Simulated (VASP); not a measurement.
## What goes wrong when BP is relaxed with a bad input

Aim: see how common mistakes in a VASP relaxation show up, on BP. The starting structure is a measured crystal structure from the Crystallography Open Database.

Main program and level: VASP 6.6.1; Kohn-Sham DFT with plane waves and PAW; PBEsol.

## 1. Set-up

Symmetry: F-43m, No. 216, cubic system. The conventional cell has a = 4.538 Å, b = 4.538 Å, c = 4.538 Å, α = 90.00°, β = 90.00°, γ = 90.00°. Nearest to P lie 4 B at 1.97 Å. Nearest to B lie 4 P at 1.97 Å. Farther neighbours are not listed.

Structure file:

```cif
data_structure
_symmetry_space_group_name_H-M 'F-43m'
_symmetry_Int_Tables_number 216
_cell_length_a 4.5380
_cell_length_b 4.5380
_cell_length_c 4.5380
_cell_angle_alpha 90.000
_cell_angle_beta 90.000
_cell_angle_gamma 90.000
_cell_volume 93.45
loop_
_atom_site_label
_atom_site_type_symbol
_atom_site_symmetry_multiplicity
_atom_site_Wyckoff_symbol
_atom_site_fract_x
_atom_site_fract_y
_atom_site_fract_z
_atom_site_occupancy
P1 P 4 c 0.25000 0.25000 0.25000 1
B1 B 4 a 0.00000 0.00000 0.00000 1
```

## 2. Reference relaxation

The input, INCAR:

```
SYSTEM = BP
PREC = Accurate
ENCUT = 450
EDIFF = 1E-06
NELM = 100
ISMEAR = 0
SIGMA = 0.03
LREAL = .FALSE.
ALGO = Normal
GGA = PS
NBANDS = 10
LORBIT = 11
LWAVE = .FALSE.
LCHARG = .FALSE.
KPAR = 2
IBRION = 2
NSW = 50
ISIF = 3
EDIFFG = -0.01
```

The input, POSCAR:

```
BP
1.0
    0.0000000000      2.2690000000      2.2690000000
    2.2690000000      0.0000000000      2.2690000000
    2.2690000000      2.2690000000      0.0000000000
P B
1 1
Direct
    0.7500000000      0.7500000000      0.7500000000
    0.0000000000      0.0000000000      0.0000000000
```

The input, KPOINTS:

```
Automatic mesh
0
Gamma
8 8 8
0 0 0
```

Potentials, in the order of the species: P and B (PBE family, release 64).

On the command line:

```bash
> mpirun -np 2 vasp_std
```

The log of the run:

```text
[banner, memory and clock lines left out]
running    2 mpi-ranks, on    1 nodes
 distrk:  each k-point on    1 cores,    2 groups
 distr:  one band on    1 cores,    1 groups

 POSCAR found type information on POSCAR P B
 POSCAR found :  2 types and       2 ions
|                                                                             |
|               ----> ADVICE to this user running VASP <----                  |
|                                                                             |
|     You enforced a specific xc type in the INCAR file but a different       |
|     [... a line on the potential file left out ...]
|     I HOPE YOU KNOW WHAT YOU ARE DOING!                                     |
|                                                                             |

 LDA part: xc-table for (Slater+PW92), standard interpolation
 POSCAR, INCAR and KPOINTS ok, starting setup
 FFT: planning ... GRIDC
 FFT: planning ... GRID_SOFT
 FFT: planning ... GRID
 WAVECAR not read
 entering main loop
       N       E                     dE             d eps       ncg     rms          rms(c)
DAV:   1     0.756757179757E+01    0.75676E+01   -0.35804E+03   580   0.630E+02
DAV:   2    -0.138330388854E+02   -0.21401E+02   -0.20415E+02   852   0.104E+02
DAV:   3    -0.143768971847E+02   -0.54386E+00   -0.54316E+00   724   0.157E+01
DAV:   4    -0.143787971816E+02   -0.19000E-02   -0.18997E-02   732   0.107E+00
DAV:   5    -0.143788046433E+02   -0.74617E-05   -0.74617E-05   676   0.614E-02    0.702E+00
DAV:   6    -0.137778940874E+02    0.60091E+00   -0.13442E+00   640   0.530E+00    0.377E+00
DAV:   7    -0.136789019651E+02    0.98992E-01   -0.24441E-01   738   0.260E+00    0.121E+00
DAV:   8    -0.136694322117E+02    0.94698E-02   -0.27251E-02   676   0.952E-01    0.178E-01
DAV:   9    -0.136695584710E+02   -0.12626E-03   -0.66260E-04   660   0.188E-01    0.994E-02
DAV:  10    -0.136696206334E+02   -0.62162E-04   -0.12360E-04   690   0.703E-02    0.224E-02
DAV:  11    -0.136696243192E+02   -0.36858E-05   -0.44112E-06   740   0.140E-02    0.242E-02
DAV:  12    -0.136696246829E+02   -0.36372E-06   -0.17542E-06   428   0.660E-03
   1 F= -.13669625E+02 E0= -.13669625E+02  d E =-.136696E+02
 curvature:   0.00 expect dE= 0.000E+00 dE for cont linesearch  0.000E+00
 trial: gam= 0.00000 g(F)=  0.124E-47 g(S)=  0.501E-02 ort = 0.000E+00 (trialstep = 0.100E+01)
 search vector abs. value=  0.501E-02
 bond charge predicted
       N       E                     dE             d eps       ncg     rms          rms(c)
DAV:   1    -0.136736190995E+02   -0.39948E-02   -0.10369E-01   638   0.209E+00    0.396E-01
DAV:   2    -0.136710054579E+02    0.26136E-02   -0.53144E-03   638   0.388E-01    0.218E-01
DAV:   3    -0.136702985063E+02    0.70695E-03   -0.15580E-03   658   0.190E-01    0.560E-02
DAV:   4    -0.136702544754E+02    0.44031E-04   -0.54730E-05   680   0.458E-02    0.455E-02
DAV:   5    -0.136702474910E+02    0.69843E-05   -0.13755E-05   700   0.222E-02    0.219E-02
DAV:   6    -0.136702480527E+02   -0.56168E-06   -0.38273E-07   326   0.434E-03
   2 F= -.13670248E+02 E0= -.13670248E+02  d E =-.623370E-03
 trial-energy change:   -0.000623  1 .order   -0.000587   -0.005010    0.003835
 step:   0.5724(harm=  0.5664)  dis= 0.00000  next Energy=   -13.671065 (dE=-0.144E-02)
 bond charge predicted
       N       E                     dE             d eps       ncg     rms          rms(c)
DAV:   1    -0.136716910686E+02   -0.14436E-02   -0.18851E-02   636   0.885E-01    0.167E-01
DAV:   2    -0.136712126674E+02    0.47840E-03   -0.98368E-04   640   0.166E-01    0.921E-02
DAV:   3    -0.136710812432E+02    0.13142E-03   -0.28105E-04   660   0.807E-02    0.228E-02
DAV:   4    -0.136710708075E+02    0.10436E-04   -0.10447E-05   682   0.199E-02    0.187E-02
DAV:   5    -0.136710679597E+02    0.28478E-05   -0.23792E-06   640   0.926E-03    0.923E-03
DAV:   6    -0.136710676263E+02    0.33340E-06   -0.70034E-08   304   0.184E-03
   3 F= -.13671068E+02 E0= -.13671068E+02  d E =-.144294E-02
 curvature:  -0.28 expect dE=-0.574E-08 dE for cont linesearch -0.574E-08
 trial: gam= 0.00000 g(F)=  0.159E-47 g(S)=  0.203E-07 ort =-0.101E-04 (trialstep = 0.914E+00)
 search vector abs. value=  0.204E-07
 reached required accuracy - stopping structural energy minimisation
```

Wall time 4.4 s (2 MPI ranks of Intel Xeon 6975P-C (Granite Rapids), shared host); peak memory 0.24 GiB; 5.4 s of CPU time.

The logs omit lines about the potential files and the build; timing stands in the text.

Parts of OUTCAR (step 2):

```text
ion  position               nearest neighbor table
   1  0.750  0.750  0.750-   2 1.97   2 1.97   2 1.97   2 1.97
   2  0.000  0.000  0.000-   1 1.97   1 1.97   1 1.97   1 1.97

  LATTYP: Found a face centered cubic cell.
 ALAT       =     4.5380000000

 Subroutine GETGRP returns: Found 24 space group operations
 (whereof 24 operations were pure point group operations)

The static configuration has the point symmetry T_d .

 Found     29 irreducible k-points:

   k-points           NKPTS =     29   k-points in BZ     NKDIM =     29   number of bands    NBANDS=     10

   dimension x,y,z NGX =    24 NGY =   24 NGZ =   24
   dimension x,y,z NGXF=    48 NGYF=   48 NGZF=   48

   ENCUT  =  450.0 eV  33.07 Ry    5.75 a.u.   5.55  5.55  5.55*2*pi/ulx,y,z

   NELECT =       8.0000    total number of electrons

 k-points in reciprocal lattice and weights: Automatic mesh
   0.00000000  0.00000000  0.00000000       0.002
   0.12500000  0.00000000  0.00000000       0.016
   0.25000000  0.00000000  0.00000000       0.016
   0.37500000  0.00000000  0.00000000       0.016
   0.50000000  0.00000000  0.00000000       0.008
   0.12500000  0.12500000  0.00000000       0.012
   0.25000000  0.12500000  0.00000000       0.047
   0.37500000  0.12500000  0.00000000       0.047
   0.50000000  0.12500000  0.00000000       0.047
[...]
-0.37500000  0.50000000  0.12500000       0.023
  -0.25000000  0.50000000  0.25000000       0.012

 average (electrostatic) potential at core
       1 -81.0461       2 -24.7197

 E-fermi :   7.7005

 k-point     1 :       0.0000    0.0000    0.0000
  band No.  band energies     occupation
      1      -8.0603      2.00000
      2       7.5363      2.00000
      3       7.5363      2.00000
      4       7.5363      2.00000
      5      10.9087      0.00000
      6      10.9087      0.00000
      7      10.9087      0.00000
      8      15.0446      0.00000
      9      18.8534      0.00000
    ...

 k-point     2 :       0.1250    0.0000    0.0000
  band No.  band energies     occupation
      1      -7.7757      2.00000
      2       5.6538      2.00000
      3       7.0990      2.00000
      4       7.0990      2.00000
      5      11.4568      0.00000
      6      11.5113      0.00000
      7      11.5113      0.00000
      8      15.8074      0.00000
      9      18.7295      0.00000
    ...

 k-point     3 :       0.2500    0.0000    0.0000
  band No.  band energies     occupation
      1      -6.9401      2.00000
      2       2.6243      2.00000
      3       6.4009      2.00000
      4       6.4009      2.00000
      5      11.5403      0.00000
      6      12.2790      0.00000
      7      12.2790      0.00000
      8      17.1552      0.00000
      9      18.4602      0.00000
    ...

  Total        0.0005291      0.0005291      0.0005291     -0.0000000      0.0000000      0.0000000
  in kB        0.0366831      0.0366831      0.0366831     -0.0000000      0.0000000      0.0000000
  external PRESSURE =       0.0366831 kB  Pullay stress =       0.0000000 kB

  energy-cutoff  :      450.00
  volume of cell :       23.11
      direct lattice vectors                 reciprocal lattice vectors
     0.000000000  2.260757267  2.260757267    -0.221164832  0.221164832  0.221164832
     2.260757267  0.000000000  2.260757267     0.221164832 -0.221164832  0.221164832
     2.260757267  2.260757267  0.000000000     0.221164832  0.221164832 -0.221164832

 POSITION                                       TOTAL-FORCE (eV/Angst)
 -----------------------------------------------------------------------------------
      3.39114      3.39114      3.39114        -0.000000     -0.000000     -0.000000
      0.00000      0.00000      0.00000         0.000000      0.000000      0.000000
 -----------------------------------------------------------------------------------
    total drift:                               -0.000000     -0.000000     -0.000000

  FREE ENERGIE OF THE ION-ELECTRON SYSTEM (eV)
  ---------------------------------------------------
  free  energy   TOTEN  =       -13.6710676263 eV

  energy  without entropy=      -13.6710676263  energy(sigma->0) =      -13.67106763

 reached required accuracy - stopping structural energy minimisation

 total charge
# of ion       s       p       d       tot
------------------------------------------
    1        0.989   1.577   0.000   2.566
    2        0.666   1.282   0.000   1.947
--------------------------------------------------
tot          1.655   2.859   0.000   4.514

[... 3 further parts left out ...]
```

CONTCAR:

```
BP
   1.00000000000000
     0.0000000000000000    2.2607572667299403    2.2607572667299403
     2.2607572667299403    0.0000000000000000    2.2607572667299403
     2.2607572667299403    2.2607572667299403    0.0000000000000000
  P               B
     1     1
Direct
     0.7500000000000000    0.7500000000000000    0.7500000000000000
     0.0000000000000000    0.0000000000000000    0.0000000000000000
```

The PAW data sets were made with PBE, which is usual practice but a small mismatch for other functionals. The run keeps the 24 symmetry operations of its start, so it cannot find a distortion of lower symmetry.

The reference relaxation ends at 11.555 Å³ an atom. Pressures at 0.985 and 1.015 times this volume, from two more relaxations that aren't shown, give a bulk modulus of 169.2 GPa.

## 3. Relaxation with a functional's name that the tag doesn't take

A slip made on purpose: a functional's name that the tag doesn't take. Against step 2 the input has GGA = PBESOL (also changed: NELM).

Edit INCAR of step 2 so:

```diff
@@ -4,3 +4,3 @@
 EDIFF = 1E-06
-NELM = 100
+NELM = 60
 ISMEAR = 0
@@ -9,3 +9,3 @@
 ALGO = Normal
-GGA = PS
+GGA = PBESOL
 NBANDS = 10
```

POSCAR is that of step 2.

KPOINTS is that of step 2.

On the command line:

```bash
> mpirun -np 2 vasp_std
```

The log of the run:

```text
[banner, memory and clock lines left out]
running    2 mpi-ranks, on    1 nodes
[...]
|                                                                             |
|     EEEEEEE  RRRRRR   RRRRRR   OOOOOOO  RRRRRR      ###     ###     ###     |
|     E        R     R  R     R  O     O  R     R     ###     ###     ###     |
|     E        R     R  R     R  O     O  R     R     ###     ###     ###     |
|     EEEEE    RRRRRR   RRRRRR   O     O  RRRRRR       #       #       #      |
|     E        R   R    R   R    O     O  R   R                               |
|     E        R    R   R    R   O     O  R    R      ###     ###     ###     |
|     EEEEEEE  R     R  R     R  OOOOOOO  R     R     ###     ###     ###     |
|                                                                             |
|     Error: One of the selected functionals does not exist.                  |
|                                                                             |
|       ---->  I REFUSE TO CONTINUE WITH THIS SICK JOB ... BYE!!! <----       |
|                                                                             |

1
1
```

Run time: 1.8 s. Hardware: 2 MPI ranks.

VASP stopped with this message: “Error: One of the selected functionals does not exist”.

## 4. Relaxation with the cell held fixed (ISIF = 2)

A slip made on purpose: the cell held fixed (ISIF = 2). Against step 2 the input has ISIF = 2 (also changed: NELM).

Edit INCAR of step 3 so:

```diff
@@ -9,3 +9,3 @@
 ALGO = Normal
-GGA = PBESOL
+GGA = PS
 NBANDS = 10
@@ -17,3 +17,3 @@
 NSW = 50
-ISIF = 3
+ISIF = 2
 EDIFFG = -0.01
```

POSCAR is that of step 3.

KPOINTS is that of step 3.

On the command line:

```bash
> mpirun -np 2 vasp_std
```

The log of the run:

```text
[banner, memory and clock lines left out]
running    2 mpi-ranks, on    1 nodes
[...]
[... a notice as in an earlier step ...]

 LDA part: xc-table for (Slater+PW92), standard interpolation
 POSCAR, INCAR and KPOINTS ok, starting setup
[...]
entering main loop
       N       E                     dE             d eps       ncg     rms          rms(c)
[... 12 cycles as in an earlier step ...]
   1 F= -.13669625E+02 E0= -.13669625E+02  d E =-.136696E+02
[...]
reached required accuracy - stopping structural energy minimisation
```

Wall time 2.4 s (2 MPI ranks); peak memory 0.24 GiB.

Parts of OUTCAR (step 4):

```text
  Total       -0.2631098     -0.2631098     -0.2631098     -0.0000000      0.0000000     -0.0000000
  in kB      -18.0432201    -18.0432201    -18.0432201     -0.0000000      0.0000000     -0.0000000
  external PRESSURE =     -18.0432201 kB  Pullay stress =       0.0000000 kB

 POSITION                                       TOTAL-FORCE (eV/Angst)
 -----------------------------------------------------------------------------------
      3.40350      3.40350      3.40350        -0.000000     -0.000000     -0.000000
      0.00000      0.00000      0.00000         0.000000      0.000000      0.000000
 -----------------------------------------------------------------------------------
    total drift:                               -0.000000     -0.000000     -0.000000

  FREE ENERGIE OF THE ION-ELECTRON SYSTEM (eV)
  ---------------------------------------------------
  free  energy   TOTEN  =       -13.6696246829 eV

  energy  without entropy=      -13.6696246829  energy(sigma->0) =      -13.66962468

[... 2 parts as in an earlier step ...]

[... 2 further parts left out ...]
[key lines of the parts left out:]
E-fermi :   7.5868
```

With the cell held fixed (ISIF = 2) the cell ends at 11.682 Å³ an atom, +1.10 % from the reference.

## 5. Relaxation with a k mesh far too coarse

A slip made on purpose: a k mesh far too coarse. Against step 2 the input has a 2×2×2 mesh (also changed: NELM, NCORE and KPAR).

Edit INCAR of step 4 so:

```diff
@@ -14,6 +14,6 @@
 LCHARG = .FALSE.
-KPAR = 2
+NCORE = 2
 IBRION = 2
 NSW = 50
-ISIF = 2
+ISIF = 3
 EDIFFG = -0.01
```

POSCAR is that of step 4.

The input, KPOINTS:

```
Automatic mesh
0
Gamma
2 2 2
0 0 0
```

On the command line:

```bash
> mpirun -np 2 vasp_std
```

The log of the run:

```text
[banner, memory and clock lines left out]
running    2 mpi-ranks, on    1 nodes
[...]
[... a notice as in an earlier step ...]

 LDA part: xc-table for (Slater+PW92), standard interpolation
 POSCAR, INCAR and KPOINTS ok, starting setup
[...]
entering main loop
       N       E                     dE             d eps       ncg     rms          rms(c)
DAV:   1     0.146442245847E+02    0.14644E+02   -0.35067E+03    60   0.629E+02
DAV:   2    -0.112244121494E+02   -0.25869E+02   -0.23372E+02    98   0.107E+02
DAV:   3    -0.118710344727E+02   -0.64662E+00   -0.64621E+00    68   0.165E+01
DAV:   4    -0.118733945876E+02   -0.23601E-02   -0.23598E-02    84   0.112E+00
[...]
DAV:  11    -0.107296849044E+02   -0.17947E-05   -0.52011E-06    88   0.158E-02    0.256E-02
DAV:  12    -0.107296872426E+02   -0.23381E-05   -0.51737E-06    68   0.127E-02    0.694E-03
DAV:  13    -0.107296871240E+02    0.11860E-06   -0.10086E-07    42   0.242E-03
   1 F= -.10729687E+02 E0= -.10729687E+02  d E =-.107297E+02
[...]
DAV:   6    -0.107745091789E+02    0.76806E-05   -0.86641E-05    66   0.431E-02    0.223E-02
DAV:   7    -0.107745097637E+02   -0.58484E-06   -0.15658E-06    48   0.955E-03
   2 F= -.10774510E+02 E0= -.10774510E+02  d E =-.448226E-01
 trial-energy change:   -0.044823  1 .order   -0.054985   -0.290503    0.180532
 step:   0.5853(harm=  0.6167)  dis= 0.00000  next Energy=   -10.812667 (dE=-0.830E-01)
[...]
N       E                     dE             d eps       ncg     rms          rms(c)
DAV:   1    -0.108483455644E+02   -0.73836E-01   -0.10381E+00    60   0.641E+00    0.130E+00
DAV:   2    -0.108180374417E+02    0.30308E-01   -0.96604E-02    72   0.134E+00    0.595E-01
DAV:   3    -0.108125992248E+02    0.54382E-02   -0.70183E-03    60   0.444E-01    0.172E-01
DAV:   4    -0.108114569992E+02    0.11422E-02   -0.11547E-03    66   0.195E-01    0.149E-01
DAV:   5    -0.108113793284E+02    0.77671E-04   -0.16051E-04    72   0.731E-02    0.775E-02
DAV:   6    -0.108113821996E+02   -0.28712E-05   -0.56395E-06    64   0.134E-02    0.339E-03
DAV:   7    -0.108113819099E+02    0.28969E-06   -0.99917E-08    36   0.239E-03
   3 F= -.10811382E+02 E0= -.10811382E+02  d E =-.816948E-01
[...]
reached required accuracy - stopping structural energy minimisation
```

Wall time 2 s (2 MPI ranks); peak memory 0.21 GiB.

OUTCAR, selected parts (step 5):

```text
  Total       -0.0063363     -0.0063363     -0.0063363     -0.0000000     -0.0000000      0.0000000
  in kB       -0.3996380     -0.3996380     -0.3996380     -0.0000000     -0.0000000      0.0000000
  external PRESSURE =      -0.3996380 kB  Pullay stress =       0.0000000 kB

 POSITION                                       TOTAL-FORCE (eV/Angst)
 -----------------------------------------------------------------------------------
      3.49978      3.49978      3.49978        -0.000000     -0.000000     -0.000000
      0.00000      0.00000     -0.00000         0.000000      0.000000      0.000000
 -----------------------------------------------------------------------------------
    total drift:                               -0.000000     -0.000000     -0.000000

  FREE ENERGIE OF THE ION-ELECTRON SYSTEM (eV)
  ---------------------------------------------------
  free  energy   TOTEN  =       -10.8113819099 eV

  energy  without entropy=      -10.8113819099  energy(sigma->0) =      -10.81138191

[... 1 part as in an earlier step ...]

[... 3 further parts left out ...]
[key lines of the parts left out:]
E-fermi :   6.9461
```

With a k mesh far too coarse the cell ends at 12.701 Å³ an atom, +9.92 % from the reference; the bulk modulus is 141.8 GPa against 169.2 GPa.

(Continued in part 2 of 2.)

[Lines on the potential files, build, host, timing and source positions are cut from VASP's logs without a mark.]

[Logs are printed without paths, hosts, clocks, repeated set-up lines and the standing remarks that a program may print on its own settings, such as how far it seeks lower states.]

[Hosts, paths, dates, database ids (printed as entryN), source tags and the programs' standing remarks are cut or masked in the printed files.]
